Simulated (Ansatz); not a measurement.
# Si(111) with Br on 75 % of the top atoms and H on the rest: bands and core levels

Aim: core-level components, unfolded bands and work function of Si(111) with Br on 75 % of the top atoms and H on the rest.

Method: DFT, PBE, plane-wave PAW, scalar-relativistic; PAW set soft_1, in Ansatz 0.2.0.

## 1. The structure

The cell holds 32 atoms: 3 Br, 5 H and 24 Si. Cell: a = 7.679 Å, b = 7.679 Å, c = 24.774 Å, α = 90.0°, β = 90.0°, γ = 60.0°. It derives from Si. How the cell was made: terminated face; group: Br; share of top atoms: 0.75; rest: H; oxygen in back bonds: 0; lower face: H. Regions: ad, 4 atoms (3 Br and 1 H); L1, 4 atoms (4 Si); L2, 4 atoms (4 Si); L3, 4 atoms (4 Si); mid, 4 atoms (4 Si); rest, 12 atoms (8 Si and 4 H). Vacuum lies along c.

## 2. Relaxation

The cut or typed positions aren't at rest, and spectra shift with geometry, so the relaxation comes first. 12 atoms are held to stand for the bulk. A dipole correction cancels the field between unlike faces.

input.yaml

```yaml
crystal:
  lattice:
    - [7.6791796437, 0.0, 0.0]
    - [3.8395898218, 6.6503646517, 0.0]
    - [0.0, 0.0, 24.7737769138]
  atoms:
    - { symbol: Br, position: [0.0, 0.0, 0.717443165] }
    - { symbol: Br, position: [0.5, 0.0, 0.717443165] }
    - { symbol: Br, position: [0.0, 0.5, 0.717443165] }
    - { symbol: H, position: [0.5, 0.5, 0.681518082] }
    - { symbol: Si, position: [0.0, 0.0, 0.626217672] }
    - { symbol: Si, position: [0.5, 0.0, 0.626217672] }
    - { symbol: Si, position: [0.0, 0.5, 0.626217672] }
    - { symbol: Si, position: [0.5, 0.5, 0.626217672] }
    - { symbol: Si, position: [0.833333333, 0.333333333, 0.594581277] }
    - { symbol: Si, position: [0.333333333, 0.333333333, 0.594581277] }
    - { symbol: Si, position: [0.833333333, 0.833333333, 0.594581277] }
    - { symbol: Si, position: [0.333333333, 0.833333333, 0.594581277] }
    - { symbol: Si, position: [0.833333333, 0.333333333, 0.499672093] }
    - { symbol: Si, position: [0.333333333, 0.333333333, 0.499672093] }
    - { symbol: Si, position: [0.833333333, 0.833333333, 0.499672093] }
    - { symbol: Si, position: [0.333333333, 0.833333333, 0.499672093] }
    - { symbol: Si, position: [0.166666667, 0.166666667, 0.468035698] }
    - { symbol: Si, position: [0.666666667, 0.166666667, 0.468035698] }
    - { symbol: Si, position: [0.166666667, 0.666666667, 0.468035698] }
    - { symbol: Si, position: [0.666666667, 0.666666667, 0.468035698] }
    - { symbol: Si, position: [0.166666667, 0.166666667, 0.373126513] }
    - { symbol: Si, position: [0.666666667, 0.166666667, 0.373126513] }
    - { symbol: Si, position: [0.166666667, 0.666666667, 0.373126513] }
    - { symbol: Si, position: [0.666666667, 0.666666667, 0.373126513] }
    - { symbol: Si, position: [0.0, 0.0, 0.341490118] }
    - { symbol: Si, position: [0.5, 0.0, 0.341490118] }
    - { symbol: Si, position: [0.0, 0.5, 0.341490118] }
    - { symbol: Si, position: [0.5, 0.5, 0.341490118] }
    - { symbol: H, position: [0.0, 0.0, 0.282556835] }
    - { symbol: H, position: [0.5, 0.0, 0.282556835] }
    - { symbol: H, position: [0.0, 0.5, 0.282556835] }
    - { symbol: H, position: [0.5, 0.5, 0.282556835] }
kpoints:
  mp_grid: { grid: [3, 3, 1] }
scf:
  occupations: { method: fermi_dirac, width: 0.02 }
  n_extra_bands: 23
hamiltonian:
  xc: pbe
  pseudopotentials: { kind: paw, azcp: { folder: soft_1 } }
output:
  forces: true
  write_potential: true
  volumetric_format: []
efield:
  axis: 3
  dipole_correction: true
relax:
  f_tol: 0.03
  max_steps: 70
  constraints: [{ sites: [20, 21, 22, 23, 24, 25, 26, 27, 28, 29, 30, 31] }]
```

On the command line:

```bash
$ ansatz run input.yaml --threads 4 --pin off --max-ram 11264MiB --backend cpu --events-out ev --progress --plain --runs-dir out
```

Numbers of over 12 decimals in the logs are rounded to 6 here.

The program printed:

```text
scf.n_extra_bands = 23 over 61 filled bands (N_el = 122.0): the run solves 84 bands
Engine: ansatz 0.2.0, x86_64-unknown-linux-gnu
Pseudopotentials: kind: paw
Pseudopotential: Br, paw, valence charge 7, recommended cutoff 420 eV (normal), soft_1/Br.paw.azcp
Pseudopotential: H, paw, valence charge 1, recommended cutoff 420 eV (normal), soft_1/H.paw.azcp
Pseudopotential: Si, paw, valence charge 4, recommended cutoff 420 eV (normal), soft_1/Si.paw.azcp
Functional definition: PBE
  parameter kappa = 0.804
  parameter beta = 0.066725
  exchange = pbe_x(kappa = kappa, mu = beta*pi^2/3)
  correlation = pbe_c(beta = beta)
Crystal: 32 atoms, lattice volume = 1265.181 Å³
Basis set: ecut = 420 eV, 24701 PW (Γ), exchange–correlation on 108×108×360 points (8 copies of the dense FFT grid, shifted against one another)
Bands: 84, of which v1, the nominal top of the filled ones, is band 61 counted from 1 (60 counted from 0)
Symmetry: 6 space group operations
Space group: P3m1 (ITA 156), of the structure as read, at distance tolerance 1.1e-4 Å
k-points: 3 of 9 (time reversal used)
Non-local potential: Br, projectors of the file, l = 0: 2, l = 1: 2, l = 2: 2
Non-local potential: H, projectors of the file, l = 0: 2, l = 1: 1
Non-local potential: Si, projectors of the file, l = 0: 2, l = 1: 2, l = 2: 1
PAW form: soft (Blöchl's): semilocal exchange-correlation on the pseudo side does not see the compensation charge
PAW one-centre angular grid: Br, 110 points (default); XC on 64 Gauss nodes
PAW one-centre angular grid: H, 110 points (default); XC on 64 Gauss nodes
PAW one-centre angular grid: Si, 110 points (default); XC on 64 Gauss nodes
Initial density: superposition of atomic densities (neutral atoms: chi_scale 0, normalization atom)
Initial wavefunctions: pseudopotential atomic-orbital guess
Functional: x = pbe(κ = 0.804, μ = 0.219515), c = pbe(β = 0.066725)
SCF iter   1: F=—  HF=-23694.374264 eV  |F-HF|=—  |Δ(HF+E_count)|=         —  Δρ=3.63e-2  dr2=1.50e1  ethr=3.10e-3  p=0.000 e·Å  D=2.56e-7 V/Å  ΔV_dip=-0.00 eV  dr2_dipole=2.36e-2  V_vac-E_F(+/−)=6.24/6.24 eV  ⟨swp⟩=10.0  Hψ=1590  notcnv=0  defer=6
efield: sawtooth ramp at fractional position 0.9500 (placed from the atoms, in the widest stretch of the axis that holds none; the zero of the levels goes with the place), width 0.1000; the density the first Hamiltonian is built on has a dipole p = 0.000 e·Å; the dipole correction subtracts the counter field D = 2.56e-7 V/Å, which shifts the + side's vacuum level by -0.00 eV against the − side's; the planar-averaged density in the ramp window peaks in size at 1.9e-6 e/Å³
preconditioner: auto → Resta (q_TF=auto, 1.848 Å⁻¹)  ε∞=3.0  [insulator: Δε(μ)=1.270 eV  Ē_g=8.213 eV  σ=0.020 eV  W_gap=1.00  n_scr=134 (ndim 8)  ℏωp=11.5 eV  f_vac=0.453  D(μ)=0.00/eV (n_scr^D=0)  ε∞_Penn≈3.0  vacuum switching on, ρ_ref=4.9e-3 e/Å³]
SCF iter   2: F=—  HF=-23691.253885 eV  |F-HF|=—  |Δ(HF+E_count)|=    3.12e0  Δρ=1.84e-2  dr2=4.07e0  ethr=3.10e-3  p=0.085 e·Å  D=1.21e-2 V/Å  ΔV_dip=-0.30 eV  dr2_dipole=6.47e-2  V_vac-E_F(+/−)=5.39/5.69 eV  ⟨swp⟩=2.7  Hψ=443  notcnv=0  defer=48
SCF iter   3: F=—  HF=-23690.407472 eV  |F-HF|=—  |Δ(HF+E_count)|=   8.46e-1  Δρ=2.96e-3  dr2=1.06e0  ethr=3.10e-3  p=-0.491 e·Å  D=-7.02e-2 V/Å  ΔV_dip=1.74 eV  dr2_dipole=6.47e-1  V_vac-E_F(+/−)=5.50/3.76 eV  ⟨swp⟩=3.7  Hψ=577  notcnv=0  defer=49
SCF iter   4: F=—  HF=-23690.251254 eV  |F-HF|=—  |Δ(HF+E_count)|=   1.56e-1  Δρ=1.48e-3  dr2=4.82e-2  ethr=8.65e-4  p=-0.135 e·Å  D=-1.94e-2 V/Å  ΔV_dip=0.48 eV  dr2_dipole=1.83e-2  V_vac-E_F(+/−)=4.85/4.37 eV  ⟨swp⟩=4.3  Hψ=571  notcnv=0  defer=38
SCF iter   5: F=—  HF=-23690.263446 eV  |F-HF|=—  |Δ(HF+E_count)|=   1.22e-2  Δρ=4.82e-4  dr2=6.69e-3  ethr=3.95e-5  p=-0.201 e·Å  D=-2.87e-2 V/Å  ΔV_dip=0.71 eV  dr2_dipole=1.43e-4  V_vac-E_F(+/−)=4.91/4.20 eV  ⟨swp⟩=3.7  Hψ=475  notcnv=0  defer=38
SCF iter   6: F=—  HF=-23690.265534 eV  |F-HF|=—  |Δ(HF+E_count)|=   2.09e-3  Δρ=1.43e-4  dr2=3.96e-4  ethr=5.48e-6  p=-0.220 e·Å  D=-3.15e-2 V/Å  ΔV_dip=0.78 eV  dr2_dipole=1.27e-6  V_vac-E_F(+/−)=4.91/4.13 eV  ⟨swp⟩=2.0  Hψ=403  notcnv=0  defer=38
SCF iter   7: F=—  HF=-23690.265824 eV  |F-HF|=—  |Δ(HF+E_count)|=   2.90e-4  Δρ=4.32e-5  dr2=4.64e-5  ethr=3.24e-7  p=-0.221 e·Å  D=-3.16e-2 V/Å  ΔV_dip=0.78 eV  dr2_dipole=2.92e-7  V_vac-E_F(+/−)=4.90/4.12 eV  ⟨swp⟩=2.0  Hψ=385  notcnv=0  defer=38
SCF iter   8: F=-23690.265831 eV  HF=-23690.265834 eV  |F-HF|=2.99e-6  |Δ(HF+E_count)|=   9.88e-6  Δρ=1.39e-5  dr2=5.79e-6  ethr=1.84e-8  p=-0.222 e·Å  D=-3.17e-2 V/Å  ΔV_dip=0.79 eV  dr2_dipole=2.54e-8  V_vac-E_F(+/−)=4.90/4.12 eV  ⟨swp⟩=13.7  Hψ=2574  notcnv=0
SCF 1 converged in 8 iterations: F = -23690.265831 eV  dr2 = 5.79e-6
  greatest PAW one-centre occupation: 0.917 electrons in one spin orbital (limit 2), on the Br atom at site 2 (counted from 0), in its partial waves of l = 0
relax step   1: F+E_penalty+E_count = -23690.26583079 eV  Δ(F+E_penalty+E_count) = +0.000e0 eV  max|allowed force component| = 2.809e0 eV/Å  Δτ_max = 0.0000 Å  (8 SCF iters, dr2 threshold 2.25e-5 eV, accepted)
Initial density: handed on by an earlier stage of this run
Initial wavefunctions: those handed on with the density
iter 1 solved again at ethr=8.08e-5 eV; its pass at ethr=3.10e-3 eV (dr2=9.86e-2 eV) is discarded
SCF iter   1: F=—  HF=-23690.439414 eV  |F-HF|=—  |Δ(HF+E_count)|=         —  Δρ=3.39e-3  dr2=1.00e-1  ethr=8.08e-5  p=-0.222 e·Å  D=-3.17e-2 V/Å  ΔV_dip=0.79 eV  dr2_dipole=3.84e-5  V_vac-E_F(+/−)=4.88/4.09 eV  ⟨swp⟩=2.0  Hψ=920  notcnv=0  defer=38
efield: sawtooth ramp at fractional position 0.9500 (handed on by an earlier solve), width 0.1000; the density the first Hamiltonian is built on has a dipole p = -0.222 e·Å; the dipole correction subtracts the counter field D = -3.17e-2 V/Å, which shifts the + side's vacuum level by +0.79 eV against the − side's; the planar-averaged density in the ramp window peaks in size at 2.3e-6 e/Å³
preconditioner: auto → Resta (q_TF=auto, 1.848 Å⁻¹)  ε∞=3.0  [insulator: Δε(μ)=1.044 eV  Ē_g=8.086 eV  σ=0.020 eV  W_gap=1.00  n_scr=134 (ndim 8)  ℏωp=11.5 eV  f_vac=0.471  D(μ)=0.00/eV (n_scr^D=0)  ε∞_Penn≈3.0  vacuum switching on, ρ_ref=4.7e-3 e/Å³]
SCF iter   2: F=—  HF=-23690.421581 eV  |F-HF|=—  |Δ(HF+E_count)|=   1.78e-2  Δρ=1.66e-3  dr2=2.15e-2  ethr=8.08e-5  p=-0.225 e·Å  D=-3.22e-2 V/Å  ΔV_dip=0.80 eV  dr2_dipole=1.22e-4  V_vac-E_F(+/−)=4.89/4.09 eV  ⟨swp⟩=2.0  Hψ=378  notcnv=0  defer=38
[...]
SCF iter   3: F=—  HF=-23690.446343 eV  |F-HF|=—  |Δ(HF+E_count)|=   3.57e-4  Δρ=3.96e-5  dr2=3.27e-5  ethr=6.64e-8  p=-0.218 e·Å  D=-3.12e-2 V/Å  ΔV_dip=0.77 eV  dr2_dipole=1.08e-5  V_vac-E_F(+/−)=4.87/4.09 eV  ⟨swp⟩=2.0  Hψ=285  notcnv=0  defer=38
SCF iter   4: F=—  HF=-23690.446340 eV  |F-HF|=—  |Δ(HF+E_count)|=   3.14e-6  Δρ=8.56e-6  dr2=2.40e-6  ethr=2.68e-8  p=-0.217 e·Å  D=-3.11e-2 V/Å  ΔV_dip=0.77 eV  dr2_dipole=3.95e-7  V_vac-E_F(+/−)=4.86/4.09 eV  ⟨swp⟩=2.3  Hψ=311  notcnv=0  defer=38
SCF iter   5: F=—  HF=-23690.446340 eV  |F-HF|=—  |Δ(HF+E_count)|=   5.88e-8  Δρ=3.32e-6  dr2=2.20e-7  ethr=1.96e-9  p=-0.217 e·Å  D=-3.11e-2 V/Å  ΔV_dip=0.77 eV  dr2_dipole=5.48e-10  V_vac-E_F(+/−)=4.86/4.09 eV  ⟨swp⟩=2.0  Hψ=300  notcnv=0  defer=38
SCF iter   6: F=-23690.446340 eV  HF=-23690.446340 eV  |F-HF|=1.12e-8  |Δ(HF+E_count)|=   1.05e-7  Δρ=1.13e-6  dr2=2.74e-8  ethr=8.20e-11  p=-0.217 e·Å  D=-3.11e-2 V/Å  ΔV_dip=0.77 eV  dr2_dipole=3.92e-10  V_vac-E_F(+/−)=4.86/4.09 eV  ⟨swp⟩=10.3  Hψ=1871  notcnv=0
SCF 4 converged in 6 iterations: F = -23690.446340 eV  dr2 = 2.74e-8
relax step   4: F+E_penalty+E_count = -23690.44634047 eV  Δ(F+E_penalty+E_count) = -4.845e-4 eV  max|allowed force component| = 9.033e-3 eV/Å  Δτ_max = 0.0070 Å  (6 SCF iters, accepted)
NSCF: frozen V_eff on 3 k-points
the band table was solved once a step of the walk had ended and its energy, with any forces and stress, was formed, with the checks that follow a solve (1756 applications of the Hamiltonian). They found nothing against the state; the energy, forces and stress were not computed again (output.eigenvalues in the input reference)
WARN: The output density's exchange-correlation potential varies sharply where the density is thin. Do not read a vacuum level from v_tot or v_xc, or from such a field of the output density. On a cell that repeats whose density bears no net charge and no dipole along the vacuum's axis use v_es (v_loc + v_h of the components); under efield.dipole_correction with no amplitude use v_es + v_field, which holds any externa [...]
SCF converged after 6 iterations
Free energy (F): -23690.446340 eV
Harris-Foulkes:  -23690.446340 eV  (|F-HF|=1.12e-8)
Internal energy: -23690.446340 eV  (E = F + TS)
E sigma→0 (E₀):  -23690.446340 eV
Fermi energy:    0.429032 eV
Dipole field:    D = -0.031113 V/Å  (p = -0.217536 e·Å, saw-weighted, corrected)
Work function:   Φ+ = 4.8646 eV   Φ− = 4.0939 eV
Levels:          The Fermi level and band energies are counted from a zero that moves with the ramp; work functions are not
--- Per-component energies (eV) ---
  E_band       = -645.702744
  E_kinetic    = 1436.078073
  E_local      = -31238.797290  (includes V_loc(G=0)·N_el)
  E_nonlocal   = 704.707831
  E_hartree    = 15016.629270
  E_xc         = -1986.134912
  E_vxc        = -1524.259959  (∫ρ·V_xc dr)
  E_paw        = -19222.745738  (= ΣΔE_a)
  E_vpaw       = -58.545529  (= ΣTr[D̂ρ^β])
  E_aug_tail   = -0.004084  (compensation charges beyond the density's cutoff)
  E_efield     = 0.003384  (sawtooth field / dipole correction)
  E_vefield    = 1.867968  (∫n·V_field dr)
  E_ewald      = 11599.817125
  E_smearing   = -0.000000  (= −TS)
  E_closure    = 0.000000  (closes the sum)
  Σ components = -23690.446340   (vs F -23690.446340, Δ=0.00e0)
--- Forces (eV/Å), atoms counted from 1 ---
  atom   1  Br    -0.00782290    -0.00451655     0.00082216
  atom   2  Br     0.00782290    -0.00451655     0.00082216
  atom   3  Br    -0.00000000     0.00903310     0.00082216
  atom   4  H     -0.00000000    -0.00000000    -0.00109248
  atom   5  Si    -0.00294793    -0.00170199     0.00475201
  atom   6  Si     0.00294793    -0.00170199     0.00475201
  atom   7  Si    -0.00000000     0.00340397     0.00475201
  atom   8  Si    -0.00000000    -0.00000000    -0.00297944
  atom   9  Si    -0.00022597     0.00013046    -0.00403085
  atom  10  Si     0.00022597     0.00013046    -0.00403085
  atom  11  Si     0.00000000     0.00000000     0.00348634
  atom  12  Si     0.00000000    -0.00026093    -0.00403085
  atom  13  Si     0.00308386    -0.00178047     0.00178963
  atom  14  Si    -0.00308386    -0.00178047     0.00178963
  atom  15  Si    -0.00000000    -0.00000000     0.00081076
  atom  16  Si    -0.00000000     0.00356094     0.00178963
  atom  17  Si     0.00000000     0.00000000    -0.00824070
  atom  18  Si    -0.00000000     0.00150018     0.00006125
  atom  19  Si     0.00129920    -0.00075009     0.00006125
  atom  20  Si    -0.00129920    -0.00075009     0.00006125
  atom  21  Si    -0.00000000    -0.00000000    -0.05442511
  atom  22  Si    -0.00000000     0.00212192    -0.08459601
  atom  23  Si     0.00183764    -0.00106096    -0.08459601
  atom  24  Si    -0.00183764    -0.00106096    -0.08459601
  atom  25  Si    -0.00126671    -0.00073133     0.85009350
  atom  26  Si     0.00126671    -0.00073133     0.85009350
  atom  27  Si    -0.00000000     0.00146267     0.85009350
  atom  28  Si     0.00000000     0.00000000     0.84548011
  atom  29  H      0.00034678     0.00020021    -0.77231843
  atom  30  H     -0.00034678     0.00020021    -0.77231843
  atom  31  H      0.00000000    -0.00040043    -0.77231843
  atom  32  H     -0.00000000     0.00000000    -0.77266266
  max |Σ_I F_I| component: 9.66e-5 eV/Å
--- Band table (eV) ---
  k-point 0: bands = [... 57 lower, -0.5069, -0.5069, -0.0959, -0.0959, 0.9590, 0.9590, 0.9705, 1.4537, ... 19 higher]
  k-point 1: bands = [... 57 lower, -1.2767, -1.0901, -0.8962, -0.4577, 1.1024, 1.6865, 1.7527, 1.8058, ... 19 higher]
  k-point 2: bands = [... 57 lower, -1.5516, -1.3694, -1.2589, -1.1240, 1.9339, 2.1699, 2.2379, 2.4920, ... 19 higher]
--- Relaxed structure (4 steps of the walk, 4 accepted, 0 SCFs on fresh bases) ---
  F+E_penalty+E_count = -23690.44634047 eV   max|allowed force component| = 9.033e-3 eV/Å
  atoms:
    - { symbol: Br, position: [0.000185118, 0.000185118, 0.717911] }
    - { symbol: Br, position: [0.499630, 0.000185118, 0.717911] }
    - { symbol: Br, position: [0.000185118, 0.499630, 0.717911] }
    - { symbol: H, position: [0.500000, 0.500000, 0.689265] }
    - { symbol: Si, position: [0.000286876, 0.000286876, 0.627106] }
    - { symbol: Si, position: [0.499426, 0.000286876, 0.627106] }
    - { symbol: Si, position: [0.000286876, 0.499426, 0.627106] }
    - { symbol: Si, position: [0.500000, 0.500000, 0.628844] }
    - { symbol: Si, position: [0.831473, 0.334263, 0.596260] }
    - { symbol: Si, position: [0.334263, 0.334263, 0.596260] }
    - { symbol: Si, position: [0.833333, 0.833333, 0.596055] }
    - { symbol: Si, position: [0.334263, 0.831473, 0.596260] }
    - { symbol: Si, position: [0.833333, 0.333333, 0.500722] }
    - { symbol: Si, position: [0.333333, 0.333333, 0.500722] }
    - { symbol: Si, position: [0.833333, 0.833333, 0.500482] }
    - { symbol: Si, position: [0.333333, 0.833333, 0.500722] }
    - { symbol: Si, position: [0.166667, 0.166667, 0.468509] }
    - { symbol: Si, position: [0.666584, 0.166832, 0.468380] }
    - { symbol: Si, position: [0.166832, 0.666584, 0.468380] }
    - { symbol: Si, position: [0.666584, 0.666584, 0.468380] }
    - { symbol: Si, position: [0.166667, 0.166667, 0.373127] }
    - { symbol: Si, position: [0.666667, 0.166667, 0.373127] }
    - { symbol: Si, position: [0.166667, 0.666667, 0.373127] }
    - { symbol: Si, position: [0.666667, 0.666667, 0.373127] }
    - { symbol: Si, position: [0.0, 0.0, 0.341490118] }
    - { symbol: Si, position: [0.500000, 0.0, 0.341490118] }
    - { symbol: Si, position: [-2.7755575615628914e-17, 0.500000, 0.341490118] }
    - { symbol: Si, position: [0.500000, 0.500000, 0.341490118] }
    - { symbol: H, position: [0.0, 0.0, 0.282557] }
    - { symbol: H, position: [0.500000, 0.0, 0.282557] }
    - { symbol: H, position: [-2.7755575615628914e-17, 0.500000, 0.282557] }
    - { symbol: H, position: [0.500000, 0.500000, 0.282557] }
```

Run time: 97 s. Hardware: 4 threads of Intel Xeon at 2.50GHz (Skylake/Cascade Lake), shared host; peak memory 1.9 GiB; 3.7 min of CPU time.

The steps of the relaxation:

| step | energy less that of the first step (eV) | largest force component (eV/Å) |
| --- | --- | --- |
| 1 | 0.0000 | 2.8090 |
| 2 | -0.1519 | 1.0645 |
| 3 | -0.1800 | 0.1196 |
| 4 | -0.1805 | 0.0090 |

Forces are held to the 6 operations that the run works with; a distortion that breaks them can't arise in this run.

The atoms that moved most (Å):

| atom | dx | dy | dz | length |
| --- | --- | --- | --- | --- |
| H4 | 0.000 | 0.000 | 0.192 | 0.192 |
| Si8 | 0.000 | 0.000 | 0.065 | 0.065 |
| Si10 | 0.011 | 0.006 | 0.042 | 0.043 |
| Si9 | -0.011 | 0.006 | 0.042 | 0.043 |
| Si12 | 0.000 | -0.012 | 0.042 | 0.043 |
| Si11 | 0.000 | 0.000 | 0.037 | 0.037 |
| Si14 | 0.000 | 0.000 | 0.026 | 0.026 |
| Si13 | 0.000 | 0.000 | 0.026 | 0.026 |

Final coordinates:

```cif
data_structure
_symmetry_space_group_name_H-M 'P 1'
_symmetry_Int_Tables_number 1
_cell_length_a 7.6792
_cell_length_b 7.6792
_cell_length_c 24.7738
_cell_angle_alpha 90.000
_cell_angle_beta 90.000
_cell_angle_gamma 60.000
_cell_volume 1265.18
loop_
_atom_site_label
_atom_site_type_symbol
_atom_site_fract_x
_atom_site_fract_y
_atom_site_fract_z
_atom_site_occupancy
Br1 Br 0.00019 0.00019 0.71791 1
Br2 Br 0.49963 0.00019 0.71791 1
Br3 Br 0.00019 0.49963 0.71791 1
H4 H 0.50000 0.50000 0.68927 1
Si5 Si 0.00029 0.00029 0.62711 1
Si6 Si 0.49943 0.00029 0.62711 1
Si7 Si 0.00029 0.49943 0.62711 1
Si8 Si 0.50000 0.50000 0.62884 1
Si9 Si 0.83147 0.33426 0.59626 1
Si10 Si 0.33426 0.33426 0.59626 1
Si11 Si 0.83333 0.83333 0.59606 1
Si12 Si 0.33426 0.83147 0.59626 1
Si13 Si 0.83333 0.33333 0.50072 1
Si14 Si 0.33333 0.33333 0.50072 1
Si15 Si 0.83333 0.83333 0.50048 1
Si16 Si 0.33333 0.83333 0.50072 1
Si17 Si 0.16667 0.16667 0.46851 1
Si18 Si 0.66658 0.16683 0.46838 1
Si19 Si 0.16683 0.66658 0.46838 1
Si20 Si 0.66658 0.66658 0.46838 1
Si21 Si 0.16667 0.16667 0.37313 1
Si22 Si 0.66667 0.16667 0.37313 1
Si23 Si 0.16667 0.66667 0.37313 1
Si24 Si 0.66667 0.66667 0.37313 1
Si25 Si 0.00000 0.00000 0.34149 1
Si26 Si 0.50000 0.00000 0.34149 1
Si27 Si 0.00000 0.50000 0.34149 1
Si28 Si 0.50000 0.50000 0.34149 1
H29 H 0.00000 0.00000 0.28256 1
H30 H 0.50000 0.00000 0.28256 1
H31 H 0.00000 0.50000 0.28256 1
H32 H 0.50000 0.50000 0.28256 1
```

Numbers from this step:

```
free energy                                                         : -23690.4463 eV
Fermi energy                                                        : 0.4290 eV
symmetry operations                                                 : 6
gap on the k-mesh                                                   : 1.055 eV
ionisation potential, upper face                                    : 5.389 eV
upper vacuum level less the lowest empty level (Kohn–Sham affinity) : 4.335 eV
ionisation potential, lower face                                    : 4.619 eV
```

The relaxation ends 5.6 meV an atom lower, with a largest force component of 0.0090 eV/Å on the free atoms.

[end of part 1 of 4]

[Logs are printed without paths, hosts, clocks, repeated set-up lines and the standing remarks that a program may print on its own settings, such as how far it seeks lower states.]

[Hosts, paths, dates, database ids (printed as entryN), source tags and the programs' standing remarks are cut or masked in the printed files.]

[Maps of the electrostatic potential energy from Ansatz leave out the sawtooth potential of an applied field or a dipole correction, so their vacuum need not be flat; work functions include it.]
